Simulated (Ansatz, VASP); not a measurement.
**One calculation of GaN, two programs**

```
CELL_PARAMETERS angstrom
0.00000 2.24894 2.24894
2.24894 0.00000 2.24894
2.24894 2.24894 0.00000
ATOMIC_POSITIONS crystal
Ga 0.00000 0.00000 0.00000
N 0.75000 0.75000 0.75000
```

Alike in both runs: functional r2SCAN; k mesh 10 × 10 × 10; occupations gaussian, width 0.02 eV; no spin polarisation.

Ansatz relaxed the structure, and its values are those at the end. VASP's run is a single point on that final structure, the one shown.

|  | VASP | Ansatz |
| --- | --- | --- |
| version | VASP 6.6.1 | Ansatz 0.2.0 |
| potentials or method | VASP PAW PBE potentials, release 64 (Ga_d, N) | scalar-relativistic, plane waves, PAW |
| plane-wave cutoff (eV) | 520 | 500 |
| valence electrons in the cell | 18 | 18 |

```tsv
	VASP	Ansatz	Ansatz less VASP
gap on the k mesh at the Fermi level (eV)	2.16	2.17	+0.008
least direct gap on the mesh (eV)	2.16	2.17	+0.008
pressure (GPa)	1.1	0.0	-1.07
```

Caveats: the PAW data sets were made with another functional, which shifts forces and pressure a little (VASP). r2SCAN opens gaps a little over a GGA but as a rule still falls short of measured ones.
